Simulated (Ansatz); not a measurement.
# CaHg: the cost of one run

Computed with Ansatz 0.2.0 (DFT LDA, scalar-relativistic, plane waves, PAW, unless a step's input says otherwise).

27 further runs of the same task are left out: 1 that didn't finish, 26 set aside as unsound or not needed.

**1. The system as given**

It takes space group Pm-3m (No. 221, cubic). The conventional cell has a = 3.653 Å, b = 3.653 Å, c = 3.653 Å, α = 90.00°, β = 90.00°, γ = 90.00°. Ca (site symmetry m-3m) has 8 Hg at 3.16 Å as nearest neighbours. Around Hg (site symmetry m-3m) lie 8 Ca at 3.16 Å.

Structure file:

```
CELL_PARAMETERS angstrom
3.65309 0.00000 0.00000
0.00000 3.65309 0.00000
0.00000 0.00000 3.65309
ATOMIC_POSITIONS crystal
Ca 0.00000 0.00000 0.00000
Hg 0.50000 0.50000 0.50000
```

It goes back to an entry of the Materials Project, which need not be the stable form.

It is the result of an earlier relaxation at this level (volume 24.38 Å³/atom; gap on the mesh: none (metal)).

**2. The scan**

The energy is mapped over volume and the cell's shape.

First coordinate, volume per atom: 7 values from 21.45 to 27.30 Å³. Second coordinate, length along [111] over the lengths across it, relative to the cubic cell: 9 values from 0.786 to 2.062.

Nothing else is relaxed (symmetry fixes all fractional coordinates). Energies count from the relaxed crystal. Points are written as (first, second).

**3. Grid point (25.35 Å³, 0.786)**

input.yaml

```yaml
crystal:
  lattice:
    - [3.7244858379, -0.2866634706, -0.2866634706]
    - [-0.2866634706, 3.7244858379, -0.2866634706]
    - [-0.2866634706, -0.2866634706, 3.7244858379]
  atoms:
    - { symbol: Ca, position: [0.0, 0.0, 0.0] }
    - { symbol: Hg, position: [0.5, 0.5, 0.5] }
basis:
  ecutwfc: 420
kpoints:
  mp_grid: { grid: [14, 14, 14] }
hamiltonian:
  xc: lda
  pseudopotentials: { kind: paw }
scf:
  occupations: { method: gaussian, width: 0.15 }
output:
  forces: true
  stress: true
  eigenvalues: true
```

The run is started by

```bash
> ansatz run input.yaml --threads 1 --pin off --max-ram 2048MiB --backend cpu --events-out ev --progress --plain --runs-dir out
```

**Question.** How long does this run take on 1 thread of Arm Neoverse N1, shared host, and how much memory does it need?

About 23 s, with a peak of 0.46 GiB.
